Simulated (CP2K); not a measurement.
SnSe:

```
Sn Se
1.0
    11.42000    0.00000    0.00000
     0.00000    4.19000    0.00000
     0.00000    0.00000    4.46000
Sn Se
4 4
Direct
  0.87700 0.75000 0.90900
  0.62300 0.25000 0.40900
  0.37700 0.75000 0.59100
  0.12300 0.25000 0.09100
  0.64300 0.75000 0.98400
  0.85700 0.25000 0.48400
  0.14300 0.75000 0.51600
  0.35700 0.25000 0.01600
```

Base run:

| Item | Value |
| --- | --- |
| Program | CP2K 2026.2 |
| Functional | PBEsol |
| Potentials or basis | POTENTIAL_UZH Sn GTH-PBE-q4, Se GTH-PBE-q6; DZVP-MOLOPT-PBE-GTH basis |
| Density cutoff | 9184 eV |
| k mesh | 2 × 5 × 5 |
| Occupations | fermi-dirac, width 0.05 eV |
| Spin | no spin polarisation |

Its results: pressure 2.2 GPa; largest force 0.471 eV/Å.

Question: After a change of settings the same cell gave: pressure 4.5 GPa; largest force 0.264 eV/Å. Which change was it?
A. functional from PBEsol to LDA
B. functional from PBEsol to OLYP
C. functional from PBEsol to r2SCAN
D. functional from PBEsol to BEEF-vdW

Answer: D.

Caveats: the potentials were made for another functional, which shifts forces and pressure; the basis of atomic orbitals isn't converged, which shifts pressures, moduli and gaps.

Runs at the PBE level aren't shown here.
